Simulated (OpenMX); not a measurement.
Set up this calculation in OpenMX 3.8.5, as the native input.

- Task: band structure
- Functional: PBE
- Potentials or basis: OpenMX 2013 PBE set, Zr7.0-s3p2d2f1, grid cutoff 400 Ry
- k mesh: 7 × 7 × 5
- Occupations: fermi-dirac, width 0.05 eV
- Spin: no spin polarisation
- Mixing scheme: rmm-diisk
- SCF threshold: 1e-08 Ha
- Solver: band
- Max SCF cycles: 100

Crystal: Zr.

```
Zr
1.0
     3.23200    0.00000    0.00000
    -1.61600    2.79899    0.00000
     0.00000    0.00000    5.14700
Zr
2
Direct
  0.66667 0.33333 0.75000
  0.33333 0.66667 0.25000
```

One way to write it, as run:

Zr.dat

```
System.CurrrentDirectory             ./
System.Name                          Zr
DATA.PATH                            ./DFT_DATA13
level.of.stdout                      1
level.of.fileout                     0
Species.Number                       1
<Definition.of.Atomic.Species
  Zr  Zr7.0-s3p2d2f1         Zr_PBE13
Definition.of.Atomic.Species>

Atoms.Number                         2
Atoms.SpeciesAndCoordinates.Unit     FRAC
<Atoms.SpeciesAndCoordinates
    1  Zr    0.6666666667    0.3333333333    0.7500000000   6.000  6.000
    2  Zr    0.3333333333    0.6666666667    0.2500000000   6.000  6.000
Atoms.SpeciesAndCoordinates>

Atoms.UnitVectors.Unit               Ang
<Atoms.UnitVectors
     3.2320000000    0.0000000000    0.0000000000
    -1.6160000000    2.7989941050    0.0000000000
     0.0000000000    0.0000000000    5.1470000000
Atoms.UnitVectors>

scf.XcType                           GGA-PBE
scf.SpinPolarization                 off
scf.ElectronicTemperature            580.226
scf.energycutoff                     400.0
scf.maxIter                          100
scf.EigenvalueSolver                 band
scf.Kgrid                            7 7 5
scf.Mixing.Type                      rmm-diisk
scf.Init.Mixing.Weight               0.05
scf.Min.Mixing.Weight                0.001
scf.Max.Mixing.Weight                0.3
scf.Mixing.History                   25
scf.Mixing.StartPulay                8
scf.criterion                        1.0e-8
scf.stress.tensor                    on
MD.Type                              nomd
Band.dispersion                      on
Band.Nkpath                          9
<Band.kpath
   17   0.000000  0.000000  0.000000    0.500000  0.000000  0.000000  G M
   10   0.500000  0.000000  0.000000    0.333333  0.333333  0.000000  M K
   20   0.333333  0.333333  0.000000    0.000000  0.000000  0.000000  K G
    9   0.000000  0.000000  0.000000    0.000000  0.000000  0.500000  G A
   17   0.000000  0.000000  0.500000    0.500000  0.000000  0.500000  A L
   10   0.500000  0.000000  0.500000    0.333333  0.333333  0.500000  L H
   20   0.333333  0.333333  0.500000    0.000000  0.000000  0.500000  H A
    9   0.500000  0.000000  0.500000    0.500000  0.000000  0.000000  L M
    9   0.333333  0.333333  0.000000    0.333333  0.333333  0.500000  K H
Band.kpath>
```

Potentials or basis: OpenMX 2013 PBE set, Zr7.0-s3p2d2f1, grid cutoff 400 Ry.

Command:

```console
$ openmx Zr.dat -nt 1 > Zr.std
```

Results of the run:

| Property | Result |
| --- | --- |
| Pressure | 0.8 GPa |
| Largest force | 0.007 eV/Å |
| Band gap along the path | none (metal or under the smearing width) |

Caveat: the basis of atomic orbitals isn't converged, which shifts pressures, moduli and gaps.

It took 4.4 min on 1 thread of Intel(R) Xeon(R) Platinum 8259CL CPU @ 2.50GHz (Skylake/Cascade Lake) (shared host), peak memory 0.79 GiB.
